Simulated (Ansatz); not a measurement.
## Hole trapping at Zn_Al in Al2O3 (R-3c)

Question: how deep is the level of Zn_Al in Al2O3 (R-3c), and is its hole localised? The trial starts the hole on a neighbouring O atom. Model: a cell of 120 host atoms with 1 Al taken out and 1 Zn put in.

Calculated with Ansatz 0.2.0; plane-wave PAW DFT, PBE0; relaxation of all atoms of a supercell.

This is a report of a sequence of runs, with most program output left out.

In doubt: the hybrid run may have settled on a false gap or state (step 2), so the values of those runs are not to be relied on.

## (1) The starting structure

The cell holds 120 atoms: 47 Al, 72 O and 1 Zn. Cell: a = 9.617 Å, b = 9.617 Å, c = 13.125 Å, α = 90.0°, β = 90.0°, γ = 120.0°. It derives from Al2O3 (space group R-3c). Nearest the centre at fractional (0.320, 0.486, 0.417): O20 at 0.00 Å, Zn100 at 2.07 Å, Al39 at 2.07 Å, Al2 at 2.19 Å, Al5 at 2.19 Å, O23 at 2.55 Å, O13 at 2.55 Å, O47 at 2.65 Å.

The host's dielectric constants go in as inputs: (3.32, 3.32, 3.29) for the electrons alone, (10.26, 10.26, 12.61) with the ions, computed on the host (DFPT, PBEsol).

The cell's shortest repeat is 9.6 Å.

The centre named in tables marks the trial (one O atom next to the defect), and distances without another origin count from it. The distances above are those of the displaced start.

## (2) Relaxation with the hole, PBE0

A share of exact exchange removes much of the self-interaction that would spread the carrier over the cell. The share of exact exchange was chosen, not fitted; 1/ε∞ of the host is 0.30. To give the hole a place, the spin starts on one O atom next to the defect, with the atom or atoms nearest to it pushed away. The total moment is locked to that of one carrier.

Input file q0_M1_trap.hrelax/input.yaml:

```yaml
crystal:
  lattice:
    - [9.61712014, 0.0, 0.0]
    - [-4.80856007, 8.32867035, 0.0]
    - [0.0, 0.0, 13.12487176]
  atoms:
    - { symbol: Al, position: [0.0, 0.0, 0.647875] }
    - { symbol: Al, position: [0.151288, 0.317965, 0.304256] }
[... 2 atom lines left out ...]
    - { symbol: Al, position: [0.151288, 0.317965, 0.529077] }
    - { symbol: Al, position: [0.333333, 0.166667, 0.185458] }
[... 2 atom lines left out ...]
    - { symbol: Al, position: [0.333333, 0.166667, 0.481209] }
    - { symbol: Al, position: [0.0, 0.0, 0.352125] }
[... 2 atom lines left out ...]
    - { symbol: O, position: [0.013584, 0.333333, 0.416667] }
[... 3 atom lines left out ...]
    - { symbol: O, position: [0.180251, 0.013584, 0.583333] }
    - { symbol: O, position: [0.346918, 0.346918, 0.25] }
[... 1 atom line left out ...]
    - { symbol: O, position: [0.319749, 0.486416, 0.416667], spin: 1.0 }
[... 2 atom lines left out ...]
    - { symbol: O, position: [0.166667, 0.180251, 0.416667] }
[... 1 atom line left out ...]
    - { symbol: O, position: [0.0, 0.153082, 0.25] }
[... 1 atom line left out ...]
    - { symbol: O, position: [0.333333, 0.319749, 0.583333] }
[... 3 atom lines left out ...]
    - { symbol: Al, position: [0.0, 0.5, 0.647875] }
    - { symbol: Al, position: [0.166667, 0.833333, 0.314542] }
[... 2 atom lines left out ...]
    - { symbol: Al, position: [0.166667, 0.833333, 0.518791] }
    - { symbol: Al, position: [0.333333, 0.666667, 0.185458] }
[... 2 atom lines left out ...]
    - { symbol: Al, position: [0.334724, 0.685877, 0.488066] }
    - { symbol: Al, position: [0.0, 0.5, 0.352125] }
[... 1 atom line left out ...]
    - { symbol: Al, position: [0.333333, 0.666667, 0.685458] }
[... 2 atom lines left out ...]
    - { symbol: O, position: [0.346918, 0.5, 0.75] }
[... 1 atom line left out ...]
    - { symbol: O, position: [0.180251, 0.513584, 0.583333] }
    - { symbol: O, position: [0.346918, 0.846918, 0.25] }
[... 4 atom lines left out ...]
    - { symbol: O, position: [0.166667, 0.680251, 0.416667] }
    - { symbol: O, position: [0.333333, 0.513584, 0.083333] }
[... 2 atom lines left out ...]
    - { symbol: O, position: [0.333333, 0.819749, 0.583333] }
    - { symbol: O, position: [0.153082, 0.5, 0.25] }
[... 1 atom line left out ...]
    - { symbol: O, position: [0.486416, 0.666667, 0.583333] }
[... 1 atom line left out ...]
    - { symbol: Al, position: [0.666667, 0.333333, 0.314542] }
[... 2 atom lines left out ...]
    - { symbol: Al, position: [0.666667, 0.333333, 0.518791] }
[... 3 atom lines left out ...]
    - { symbol: Al, position: [0.833333, 0.166667, 0.481209] }
    - { symbol: Al, position: [0.5, 0.0, 0.352125] }
[... 2 atom lines left out ...]
    - { symbol: O, position: [0.513584, 0.333333, 0.416667] }
[... 4 atom lines left out ...]
    - { symbol: O, position: [0.846918, 0.346918, 0.25] }
[... 11 atom lines left out ...]
    - { symbol: O, position: [0.986416, 0.166667, 0.583333] }
    - { symbol: Al, position: [0.5, 0.5, 0.647875] }
    - { symbol: Al, position: [0.666667, 0.833333, 0.314542] }
[... 2 atom lines left out ...]
    - { symbol: Al, position: [0.666667, 0.833333, 0.518791] }
[... 1 atom line left out ...]
    - { symbol: Al, position: [0.5, 0.5, 0.147875] }
[... 1 atom line left out ...]
    - { symbol: Al, position: [0.833333, 0.666667, 0.481209] }
    - { symbol: Zn, position: [0.519229, 0.501441, 0.345267] }
[... 2 atom lines left out ...]
    - { symbol: O, position: [0.513584, 0.833333, 0.416667] }
[... 3 atom lines left out ...]
    - { symbol: O, position: [0.680251, 0.513584, 0.583333] }
[... 5 atom lines left out ...]
    - { symbol: O, position: [0.666667, 0.680251, 0.416667] }
[... 1 atom line left out ...]
    - { symbol: O, position: [0.5, 0.653082, 0.25] }
[... 2 atom lines left out ...]
    - { symbol: O, position: [0.653082, 0.5, 0.25] }
[... 1 atom line left out ...]
    - { symbol: O, position: [0.986416, 0.666667, 0.583333] }
  host:
    repeats: [2, 2, 1]
    atoms:
      - { symbol: Al, position: [0.0, 0.0, 0.647875] }
      - { symbol: Al, position: [0.333333, 0.666667, 0.314542] }
      # ... 28 more atoms of the perfect host
basis:
  ecutwfc: 420
  xc_grid: 2
hamiltonian:
  xc: pbe0
kpoints:
  mp_grid: { grid: [1, 1, 1] }
magnetization:
  spin_polarized: true
  initial_magnetization: 1
  spin_locking: { lock_magnetization: hard }
scf:
  occupations: { method: fixed }
  max_iter: 60
output:
  forces: true
  charged_corrections:
    epsilon: [3.32, 3.32, 3.29]
    static_epsilon: [10.26, 10.26, 12.61]
    defect_position: [0.319748, 0.486415, 0.416667]
relax:
  f_tol: 0.03
  max_steps: 45
  random_displacement: { amplitude: 0.04, seed: 6252 }
checkpoint:
  write: "../q0_M1_trap.hrelax.run"
  compress: false
  write_wavefunctions: true
  write_every: 100000
```

The run is started by

```console
$ ansatz run input.yaml --threads 32 --pin off --max-ram 131891MiB --backend cuda --events-out ev --progress --plain --runs-dir out
```

It took 2.2 min on 1 × NVIDIA GB200 with 32 threads of Arm Neoverse V2, shared host; peak memory 2.4 GiB.

Relaxation path:

| step | energy less that of the first step (eV) | largest force component (eV/Å) |
| --- | --- | --- |
| 1 | 0.0000 | 3.6616 |
| 2 | -2.3754 | 2.0266 |
| 3 | -3.5218 | 0.4570 |
| 4 | -3.4853 | 0.8177 |
| 5 | -3.6052 | 0.1023 |
| 6 | -3.6114 | 0.0888 |
| 7 | -3.6159 | 0.0869 |
| 8 | -3.6198 | 0.0896 |
| 9 | -3.6238 | 0.0841 |
| 10 | -3.6249 | 0.4152 |
| 11 | -3.6378 | 0.2426 |
| 12 | -3.6553 | 0.2542 |
| 13 | -3.3972 | 1.1189 |
| 14 | -3.6703 | 0.1531 |
| 15 | -3.6734 | 0.1924 |
| 16 | -3.6477 | 0.2619 |
| 17 | -3.6813 | 0.0469 |
| 18 | -3.6826 | 0.0534 |
| 19 | -3.6830 | 0.0234 |

Relaxation steps 4, 13, 16 were tried and not accepted.

The atoms that moved most (Å, from the sites as typed, ahead of the random displacement, the mean shift of all atoms taken out):

| atom | dx | dy | dz | length |
| --- | --- | --- | --- | --- |
| Zn100 | -0.222 | -0.032 | 0.285 | 0.363 |
| O118 | 0.150 | -0.047 | -0.150 | 0.217 |
| Al2 | 0.092 | 0.137 | 0.131 | 0.211 |
| Al5 | 0.050 | 0.135 | -0.132 | 0.195 |
| Al39 | 0.057 | -0.156 | -0.072 | 0.181 |
| O20 | -0.158 | -0.018 | 0.048 | 0.166 |
| O73 | 0.097 | -0.110 | 0.027 | 0.150 |
| Al96 | 0.059 | 0.095 | -0.060 | 0.127 |

The moves above count from the input, in which the atoms at the trial site were already displaced.

Neighbours of Zn100 at the end:

| atom | distance (Å) |
| --- | --- |
| O20 | 1.918 |
| O113 | 1.948 |
| O73 | 1.949 |
| O18 | 2.171 |
| O115 | 2.203 |
| O118 | 2.370 |
| Al2 | 2.795 |
| Al92 | 2.859 |
| Al97 | 2.872 |

Largest moments: 0.62 μB on O118, 0.11 μB on O114 and 0.04 μB on Zn100. The sizes of the moments in the atoms' spheres add to about 0.9 μB, shared by 2.2 atoms in effect, 95 % of it within 3.2 Å of the largest: the carrier is localised, 4.0 Å from the trial site.

## (3) The states that it is compared with

Its energy has a meaning only beside the cell without the carrier and a start that doesn't choose a site, under the same functional.

Times on 1 × NVIDIA GB200 with 32 threads of Arm Neoverse V2, shared host:

| charge | start | kind | largest moment on one atom (μB) | time |
| --- | --- | --- | --- | --- |
| −1 | small random displacements | relaxation | - | 23 s |
| 0 | small random displacements | relaxation, state in doubt | 0.62 | 2.5 min |

Distances from O118, which holds the largest moment, without and with the hole:

| atom | without (Å) | with (Å) | change (Å) |
| --- | --- | --- | --- |
| Al96 | 1.83 | 1.90 | 0.07 |
| Al62 | 1.84 | 1.96 | 0.12 |
| Al97 | 1.93 | 2.05 | 0.12 |
| Zn100 | 2.21 | 2.37 | 0.16 |

Among the unlike neighbours of O118, the distance changes most, or as much as any, to Zn100, from 2.21 to 2.37 Å.

## (4) States in the gap, PBE0

A single point on the relaxed atoms asks for the levels and how far each is spread.

Input file q0_M1_trap.hyb/input.yaml:

```yaml
crystal:
  checkpoint: "../q0_M1_trap.hrelax.run"
  host: checkpoint
basis:
  ecutwfc: 420
  xc_grid: 2
hamiltonian:
  xc: pbe0
kpoints:
  mp_grid: { grid: [1, 1, 1] }
magnetization:
  spin_polarized: true
  initial_magnetization: 1
  spin_locking: { lock_magnetization: hard }
scf:
  occupations: { method: fermi_dirac, width: 0.01 }
  max_iter: 60
output:
  forces: true
  charged_corrections:
    epsilon: [3.32, 3.32, 3.29]
    static_epsilon: [10.26, 10.26, 12.61]
    defect_position: [0.319748, 0.486415, 0.416667]
  eigenvalues: true
  eigenstates: { localisation: true }
  efg: {}
checkpoint:
  read: "../q0_M1_trap.hrelax.run"
  write: "../q0_M1_trap.hyb.run"
  compress: false
  write_wavefunctions: true
  write_every: 100000
```

Elapsed: 16 s, on 1 × NVIDIA GB200 with 32 threads; peak memory 2.8 GiB; 2.3 min of CPU time.

States next to the filling edge at the first k-point, on the run's own zero (eigenstates.tsv). The participation number counts the atoms that a state is spread over, of 120; bands count from 0.

| spin | band | energy (eV) | occupation | participation | largest share on | share |
| --- | --- | --- | --- | --- | --- | --- |
| down | 286 | 5.558 | 1.00 | 52.5 | O115 | 0.05 |
| down | 287 | 5.607 | 1.00 | 56.1 | O20 | 0.04 |
| down | 288 | 5.702 | 1.00 | 55.3 | O115 | 0.05 |
| down | 289 | 5.747 | 1.00 | 60.2 | O20 | 0.05 |
| down | 290 | 5.867 | 1.00 | 18.9 | O20 | 0.17 |
| down | 291 | 6.092 | 1.00 | 9.9 | O115 | 0.16 |
| down | 292 | 8.156 | 0.00 | 2.5 | O118 | 0.62 |
| down | 293 | 14.176 | 0.00 | 116.8 | Zn100 | 0.02 |
| down | 294 | 15.732 | 0.00 | 76.3 | Zn100 | 0.06 |
| down | 295 | 15.797 | 0.00 | 101.0 | O107 | 0.02 |
| down | 296 | 16.802 | 0.00 | 12.4 | Zn100 | 0.25 |
| up | 287 | 5.547 | 1.00 | 52.6 | O115 | 0.06 |
| up | 288 | 5.606 | 1.00 | 58.3 | O20 | 0.04 |
| up | 289 | 5.681 | 1.00 | 56.5 | O115 | 0.06 |
| up | 290 | 5.731 | 1.00 | 65.9 | O13 | 0.04 |
| up | 291 | 5.839 | 1.00 | 17.7 | O20 | 0.17 |
| up | 292 | 6.019 | 1.00 | 10.6 | O115 | 0.15 |
| up | 293 | 14.161 | 0.00 | 115.2 | Zn100 | 0.02 |
| up | 294 | 15.681 | 0.00 | 64.3 | Zn100 | 0.08 |
| up | 295 | 15.786 | 0.00 | 101.1 | O107 | 0.02 |
| up | 296 | 16.716 | 0.00 | 13.1 | Zn100 | 0.25 |
| up | 297 | 17.244 | 0.00 | 66.2 | O118 | 0.05 |

Under PBE0 at the zone centre alone, the highest filled state is spin down, spread over 10 of 120 atoms, and the lowest empty one, 2.06 eV above it, is spin down, spread over 2 of 120 atoms.

The largest moments in the atoms' spheres: O118 0.62, O114 0.11, Zn100 0.04, O115 0.03, O113 0.02, O20 0.02 μB.

Isotropic hyperfine couplings from the contact spin densities (Fermi contact term with core polarisation, no dipolar part), the largest:

| atom | isotope | distance from the centre (Å) | contact spin density (e/Å³) | A (MHz) |
| --- | --- | --- | --- | --- |
| O118 | 17O | 4.03 | 0.533 | -47.9 |
| Zn100 | 67Zn | 1.75 | -0.611 | -25.4 |
| Al96 | 27Al | 5.40 | -0.138 | -23.9 |
| O114 | 17O | 6.47 | 0.198 | -17.8 |
| Al62 | 27Al | 4.52 | -0.0884 | -15.3 |
| Al97 | 27Al | 3.87 | -0.0570 | -9.8 |
| Al37 | 27Al | 4.69 | -0.0248 | -4.3 |
| O115 | 17O | 2.85 | 0.0438 | -3.9 |
| O20 | 17O | 0.17 | 0.0433 | -3.9 |
| Al36 | 27Al | 3.48 | -0.0162 | -2.8 |

The start from small random displacements ends with the hole localised, mostly on O115, at the same uncorrected energy within 0.02 eV.

## (5) Placing the level against the band edges

A charged cell interacts with its images and has another zero of potential than the host, so place-levels corrects and aligns it with a run of the defect-free crystal.

Input file levels.hyb.yaml:

```yaml
host:
  run: host.hyb.run
states: [q0_M1_trap.hyb.run, qm1.hyb.run, q0_M1.hyb.run]
geometry_from:
  q0_M1_trap.hyb.run: q0_M1_trap.hrelax.run
  qm1.hyb.run: qm1.hrelax.run
  q0_M1.hyb.run: q0_M1.hrelax_smeared.run
  host.hyb.run: host.hrelax.run
chemical_potentials:
  Al:
    energy: -537.969242
    dataset: <sha256 of the dataset>
  Zn:
    energy: -3319.008561
    dataset: "<sha256 of the dataset>"
```

The run is started by

```console
$ ansatz place-levels levels.hyb.yaml -- --threads 32 --pin off --max-ram 131891MiB
```

Wall time 0.26 s (32 threads).

The (0/−1) level lies 1.37 eV above the valence top, in a gap of 8.45 eV.

## (6) Koopmans check

With the atoms held, the hole is filled again. If the energy is linear in the filling of the trapped state, its one-particle level equals the difference of the two total energies; the miss tells whether the cure for self-interaction is too weak or too strong.

Input file vertical.hyb.yaml:

```yaml
host:
  run: host.hyb.run
states: [q0_M1_trap.hyb.run, qm1.hyb.run, q0_M1.hyb.run]
geometry_from:
  q0_M1_trap.hyb.run: q0_M1_trap.hrelax.run
  qm1.hyb.run: qm1.hrelax.run
  q0_M1.hyb.run: q0_M1.hrelax_smeared.run
  host.hyb.run: host.hrelax.run
  q0_M1_trap.hyb.at_qm1.run: q0_M1_trap.hrelax.run
  q0_M1.hyb.at_qm1.run: q0_M1.hrelax_smeared.run
chemical_potentials:
  Al:
    energy: -537.969242
    dataset: <sha256 of the dataset>
  Zn:
    energy: -3319.008561
    dataset: "<sha256 of the dataset>"
epsilon: [3.32, 3.32, 3.29]
static_epsilon: [10.26, 10.26, 12.61]
vertical:
  - { from: q0_M1_trap.hyb.run, to: q0_M1_trap.hyb.at_qm1.run, alignment: { sites: { defect_position: [0.319748, 0.486415, 0.416667] } } }
  - { from: q0_M1.hyb.run, to: q0_M1.hyb.at_qm1.run, alignment: { sites: { defect_position: [0.319748, 0.486415, 0.416667] } } }
```

The run is started by

```console
$ ansatz place-levels vertical.hyb.yaml -- --threads 32 --pin off --max-ram 131891MiB
```

It took 0.53 s on 32 threads.

For the trial state:

| vertical level from total energies (eV) | its correction (eV) | one-particle level at charge 0 (eV) | at charge −1 (eV) |
| --- | --- | --- | --- |
| 2.54 | 0.36 | 2.44 | 2.66 |

All above the valence top and corrected for the images. The level at charge 0 misses the vertical level by 0.10 eV, less than the image corrections that enter it (-0.02 eV on the one-particle level, 0.36 eV on the vertical one), so the test is rough. The state from the random start, at the same energy, misses by 0.27 eV.

## (7) Relaxing again with PBE

The relaxed structure is now handed to a plain semilocal functional and relaxed again, to see what is left without exact exchange or U. The start is the structure of PBE0.

q0_M1_trap.semirelax/input.yaml, as its differences from q0_M1_trap.hyb/input.yaml of step 4:

```diff
@@ -7,3 +7,3 @@
 hamiltonian:
-  xc: pbe0
+  xc: pbe
 kpoints:
@@ -23,8 +23,9 @@
     defect_position: [0.319748, 0.486415, 0.416667]
-  eigenvalues: true
-  eigenstates: { localisation: true }
-  efg: {}
+relax:
+  f_tol: 0.02
+  max_steps: 60
+  escape_saddle: false
 checkpoint:
   read: "../q0_M1_trap.hrelax.run"
-  write: "../q0_M1_trap.hyb.run"
+  write: "../q0_M1_trap.semirelax.run"
   compress: false
```

The run is started by

```console
$ ansatz run input.yaml --threads 32 --pin off --max-ram 131891MiB --backend cuda --events-out ev --progress --plain --runs-dir out
```

The job ended after 7.6 s (1 × NVIDIA GB200 with 32 threads; peak memory 1.9 GiB; 36 s of CPU time).

The relaxation took 7 steps and gained 0.31 eV.

From the single point at the end of this step. Largest moments: 0.13 μB on Zn100, 0.10 μB on O118 and 0.10 μB on O18. The sizes of the moments in the atoms' spheres add to about 0.9 μB, shared by about 12 atoms in effect, 74 % of it within 3.2 Å of the largest: the carrier is localised on one shell of atoms, which holds 75 %. The state that began from random displacements ends this step with the hole localised, on one shell of atoms, most on Zn100, at the same uncorrected energy within 0.02 eV.

The level goes from 1.37 eV (PBE0) to 0.65 eV, and the gap from 8.45 to 5.85 eV.

## (8) Atoms held, PBE0 (α = 0.15)

With the atoms held, the share of exact exchange is changed, to see how the carrier and its level follow it.

q0_M1_trap.hyb2/input.yaml, as its differences from q0_M1_trap.semirelax/input.yaml of step 7:

```diff
@@ -7,3 +7,3 @@
 hamiltonian:
-  xc: pbe
+  xc: { preset: pbe0, exx: 0.15 }
 kpoints:
@@ -23,9 +23,8 @@
     defect_position: [0.319748, 0.486415, 0.416667]
-relax:
-  f_tol: 0.02
-  max_steps: 60
-  escape_saddle: false
+  eigenvalues: true
+  eigenstates: { localisation: true }
+  efg: {}
 checkpoint:
   read: "../q0_M1_trap.hrelax.run"
-  write: "../q0_M1_trap.semirelax.run"
+  write: "../q0_M1_trap.hyb2.run"
   compress: false
```

The job ended after 17 s (1 × NVIDIA GB200 with 32 threads; peak memory 2.7 GiB).

Largest moments: 0.53 μB on O118, 0.12 μB on O114 and 0.06 μB on Zn100. The sizes of the moments in the atoms' spheres add to about 0.9 μB, shared by 2.8 atoms in effect, 92 % of it within 3.2 Å of the largest: the carrier is localised, 4.0 Å from the trial site. The state that began from random displacements ends this step with the hole localised, on about 3 atoms, most on O115, at the same uncorrected energy within 0.02 eV.

The level goes from 1.37 eV (PBE0) to 0.90 eV, and the gap from 8.45 to 7.40 eV.

## (9) All levels of theory side by side

| level of theory | atoms | gap (eV) | atoms that share the moment | localised | level (0/−1) above the valence top (eV) | Koopmans miss (eV) | time for the trial state |
| --- | --- | --- | --- | --- | --- | --- | --- |
| PBE0 † | relaxed | 8.45 | 2.2 | yes | 1.37 | -0.10 | 2.5 min |
| PBE | relaxed | 5.85 | about 12 | on a shell | 0.65 | - | 12 s |
| PBE0 (α = 0.15) † | held | 7.40 | 2.8 | yes | 0.90 | -0.53 | 17 s |

† Here the hybrid relaxation or its single point carries a warning about the state that it reached (a narrow gap in its semilocal warm-up or between frontier levels), so a lower state with the carrier may exist.

## (10) What came out

| Quantity | Value |
| --- | --- |
| carrier localised (PBE) | on a shell of atoms |
| state found, lowest state in doubt (PBE0) | localised |

With PBE0 the hole is bound, mostly on O118, and (0/−1) lies 1.37 eV above the valence top, a deep level. That is 4.0 Å from the trial site: the carrier left it and was trapped elsewhere. The hybrid relaxation or its single point carries a warning about the state that it reached (a narrow gap in its semilocal warm-up or between frontier levels), so a lower state with the carrier may exist; the numbers describe the state found. Among the unlike neighbours of O118, the distance changes most, or as much as any, to Zn100, from 2.21 to 2.37 Å (PBE0). It stays bound at every relaxed level of theory in the table, but with PBE it spreads over a whole shell of atoms and the trapped, distorted form is gone. The Koopmans misses (0.10 eV with PBE0 and 0.53 eV with PBE0 (α = 0.15)) allow no firm verdict on self-interaction, since the alignment is centred on the trial site, which the carrier left. The start from small random displacements ends with the hole localised, mostly on O115, at the same uncorrected energy within 0.02 eV. A relaxation step took 7 s with PBE0 and 1.1 s with PBE. One trial site was relaxed beside one random start, so another site or form can lie lower. Keep in mind: sampling at the zone centre alone can move energies of charged and open-shell states by tenths of an eV or more in cells of this size.

[Logs are printed without paths, hosts, clocks, repeated set-up lines and the standing remarks that a program may print on its own settings, such as how far it seeks lower states.]

[Hosts, paths, dates, database ids (printed as entryN), source tags and the programs' standing remarks are cut or masked in the printed files.]

[For some hosts the program warned that the k-mesh of the response run may be too coarse for force constants and the static dielectric constant; such warnings are not shown here.]
